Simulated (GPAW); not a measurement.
Crystal: TiCo.

```
Co Ti
1.0
     2.98611    0.00000    0.00000
     0.00000    2.98611    0.00000
     0.00000    0.00000    2.98611
Co Ti
1 1
Direct
  0.50000 0.50000 0.50000
  0.00000 0.00000 0.00000
```

The cell comes from a database or a generator and needn't be the stable form of this composition.

Alike in all runs: program GPAW 26.7.0; functional LDA; potentials or basis the program's PAW data sets (release 1.2.1) made for this functional; cutoff 600 eV; basis pw; k mesh 9 × 9 × 9; occupations fermi-dirac, width 0.05 eV.

The same cell was started in several ways:

```csv
start,free energy over the lowest (meV/atom),net moment (μB),site or absolute moments (μB),gap
"collinear spin, ferrimagnetic start of up to 2 μB",0.0,0.48,Co +0.51; Ti -0.01,none (metal or under the smearing width)
"collinear spin, ferromagnetic start of up to 3.5 μB",0.0,0.48,Co +0.51; Ti -0.01,none (metal or under the smearing width)
no spin polarisation,5.5,-,-,none (metal or under the smearing width)
"collinear spin, antiferromagnetic start of up to 3.5 μB",0.0,0.48,Co +0.51; Ti -0.01,none (metal or under the smearing width)
"collinear spin, random start of up to 0.86 μB",0.0,-0.48,Co -0.51; Ti +0.01,none (metal or under the smearing width)
"collinear spin, antiferromagnetic start of up to 2 μB",0.0,0.48,Co +0.51; Ti -0.01,none (metal or under the smearing width)
"collinear spin, ferromagnetic start of up to 2 μB",0.0,0.48,Co +0.51; Ti -0.01,none (metal or under the smearing width)
```

Allowing spin polarisation gains 5 meV/atom. A still lower state may exist.

Caveats: the cell is far from rest, so the order of the states can change on relaxing.
